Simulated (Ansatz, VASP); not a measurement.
## W: VASP beside Ansatz

```
W
1.0
    -1.59991    1.59991    1.59991
     1.59991   -1.59991    1.59991
     1.59991    1.59991   -1.59991
W
1
Direct
  0.00000 0.00000 0.00000
```

Alike in both runs: task single point; functional r2SCAN; k mesh 18 × 18 × 18; occupations gaussian, width 0.1 eV; no spin polarisation.

|  | VASP | Ansatz |
| --- | --- | --- |
| version | VASP 6.6.1 | Ansatz 0.2.0 |
| potentials or method | VASP PAW PBE potentials, release 64 (W_sv) | scalar-relativistic, plane waves, PAW |
| plane-wave cutoff (eV) | 520 | 500 |
| valence electrons in the cell | 14 | 14 |

```csv
,VASP,Ansatz,Ansatz less VASP
gap on the k mesh at the Fermi level (eV),none,none,-
pressure (GPa),-7.7,-8.8,-1.11
```

A gap of «none» marks a metal or a gap that the smearing closes. The functional is the same, so the differences come from potentials, cutoffs and numerics.

Caveats: the PAW data sets were made with another functional, which shifts forces and pressure a little (VASP). Spin-orbit coupling is left out, which matters for the levels of W.
